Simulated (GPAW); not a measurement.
Runs of GPAW 26.7.0 on ZnS. The structure is cubic, space group F-43m (No. 216). Conventional cell: a = 5.404 Å, b = 5.404 Å, c = 5.404 Å, α = 90.00°, β = 90.00°, γ = 90.00°. Zn (site symmetry -43m) has 4 S at 2.34 Å as nearest neighbours. S (site symmetry -43m) has 4 Zn at 2.34 Å as nearest neighbours. 

```tsv
level	potentials or basis	cutoff (eV)	band points	data set	grid spacing	gap on the mesh (eV)	pressure (GPa)
PBE	GPAW PAW data sets (gpaw-data 1.2.1), fd	-	80	-	0.2 Å	2.11	-
PBE	JTH PAW 2.0, PBE, pw	600	100	S jth, Zn jth	-	2.11	(b)
GLLB-SC	the program's PAW data sets (release 1.2.1) made for this functional, pw	600	80	-	-	3.59	-
r4SCAN	GPAW PAW data sets (gpaw-data 1.2.1), pw	600	100	-	-	(a)	-1.6
PBE	SG15 ONCV 1.2, pw	1100	80	-	-	2.11	1.7
```

Alike in all rows: task band structure; no spin polarisation; cell as given; k mesh 7 × 7 × 7; smearing fermi-dirac 0.05 eV.

Question: Fill in the values left out.

Answer: (a) 2.61; (b) 1.0.

Caveats: the program truncates these outside data sets (some runs); the GLLB-SC gap is the Kohn-Sham gap of the path plus the derivative discontinuity (some runs); a model potential gives levels but no total energy (some runs); the PAW data sets were made with another functional, which shifts forces and pressure a little (some runs).

The runs don't all hold the same shells in valence.
